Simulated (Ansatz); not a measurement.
InSe under changes of volume

One of the cells (29.237 Å³/atom); the others are scaled copies at fixed shape and fractional positions:

```
CELL_PARAMETERS angstrom
2.00000 1.15470 8.44000
-2.00000 1.15470 8.44000
0.00000 -2.30940 8.44000
ATOMIC_POSITIONS crystal
In 0.88860 0.88860 0.88860
In 0.00000 0.00000 0.00000
Se 0.17190 0.17190 0.17190
Se 0.38350 0.38350 0.38350
```

| Property | Result |
| --- | --- |
| Program | Ansatz 0.2.0 |
| Functional | LDA |
| Potentials or basis | Ansatz PAW |
| Cutoff | 420 eV (not typed: the program's choice for these potentials) |
| k mesh | 8 × 8 × 8 |
| Occupations | fermi-dirac, width 0.05 eV |
| Spin | no spin polarisation |

```csv
volume (Å³/atom),energy over the lowest point (meV/atom),pressure (GPa),gap on the mesh (eV),largest force (eV/Å)
27.483,?,?,?,?
28.068,0.31,0.7,0.32,0.411
28.652,0.00,-0.5,0.27,0.321
29.237,3.62,-1.5,0.22,0.237
29.822,10.73,-2.4,0.17,0.219
30.406,20.94,-3.2,0.13,0.349
30.991,33.90,-3.9,0.09,0.470
```

Q: What does the run at 27.483 Å³/atom give?

A: Energy over the lowest point 5.05 meV/atom; pressure 2.0 GPa; gap on the mesh 0.38 eV; largest force 0.507 eV/Å.

Worked out: A Birch-Murnaghan fit of order 3 (a polynomial in V^(-2/3)) to the other rows has its minimum at 28.40 Å³/atom with B0 = V·E''(V) = 55 GPa and B' = 4.8 at fixed shape and positions, which overstates the stiffness. It gives 5.06 meV/atom at 27.483 Å³/atom, against the run's 5.05, and -dE/dV = 2.0 GPa, against 2.0.

Energies are extrapolated to zero smearing.

Caveats: spin-orbit coupling is left out, which moves the levels of the heavy elements; the PAW data sets come from PBE, with cores solved anew for the run's functional, which leaves a small shift of forces and pressure.

A mesh can miss the band edges.
